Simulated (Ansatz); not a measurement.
Relaxed bulk Pt:

```
Pt
1.0
     0.00000   -1.97011   -1.97011
     1.97011    0.00000   -1.97011
     1.97011   -1.97011    0.00000
Pt
1
Direct
  0.00000 0.00000 0.00000
```

Miller indices refer to the conventional cell of Fm-3m (No. 225), a = 3.940 Å, b = 3.940 Å, c = 3.940 Å, α = 90.00°, β = 90.00°, γ = 90.00°.

The (110) slab of 8 planes, 9.8 Å thick with 15 Å of vacuum as cut; outer planes Pt (top) and Pt (bottom).

The calculation used Ansatz, DFT r2SCAN, scalar-relativistic, plane waves, PAW. Plane waves to 500 eV, a k mesh through Γ of 12×9×1 on the computed 8-atom cell and Gaussian smearing (0.10 eV); no spin polarisation. The cell repeats along c with a dipole correction in the vacuum.

Results for the relaxed slab:

```json
{
  "Surface energy (mean of both faces)": "2.10 J/m²",
  "Work function": "5.26 eV"
}
```

Relaxation lowers the energy by 0.164 J/m² a face; the largest move is 0.140 Å.

| plane (bottom to top) | atoms | spacing to next, bulk (Å) | relaxed (Å) | change (%) |
| --- | --- | --- | --- | --- |
| 1 | Pt | 1.393 | 1.167 | -16.2 |
| 2 | Pt | 1.393 | 1.503 | +7.9 |
| 3 | Pt | 1.393 | 1.374 | -1.3 |
| 4 | Pt | 1.393 | 1.382 | -0.8 |
| 5 | Pt | 1.393 | 1.374 | -1.3 |
| 6 | Pt | 1.393 | 1.503 | +7.9 |
| 7 | Pt | 1.393 | 1.167 | -16.2 |
| 8 | Pt |  |  |  |

Spin-orbit coupling is left out, which matters for the bands of heavy elements.